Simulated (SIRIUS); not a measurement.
## Ti in SIRIUS: the effect of functional

The system is Ti.

```
CELL_PARAMETERS angstrom
2.95000 0.00000 0.00000
-1.47500 2.55477 0.00000
0.00000 0.00000 4.68000
ATOMIC_POSITIONS crystal
Ti 0.66667 0.33333 0.75000
Ti 0.33333 0.66667 0.25000
```

Alike in all runs:

```yaml
Program: SIRIUS 7.10.0
Task: single point
Potentials_or_basis: PseudoDojo 0.4.1 PBE standard (scalar relativistic)
Cutoff: 1152 eV
Density_cutoff: 4606 eV
k_mesh: 8 × 8 × 5
Occupations: fermi-dirac, width 0.05 eV
Spin: no spin polarisation
```

Question: One run gave: pressure -2.0 GPa. Which functional did it use?
A. SOGGA
B. LDA-PZ
C. PW91
D. LDA
E. BLYP

Answer: C.

```tsv
functional	pressure (GPa)
LDA	-9.5
PBEsol	-5.6
PBE	-1.4
RPBE	1.6
revPBE	0.8
BLYP	1.1
PW91	-2.0
AM05	-5.3
OLYP	-1.0
LDA-PZ	-9.4
SOGGA	-5.8
```

Caveats: the potentials were made for another functional, which shifts forces and pressure (some runs).

Not every run made on this cell is shown here.
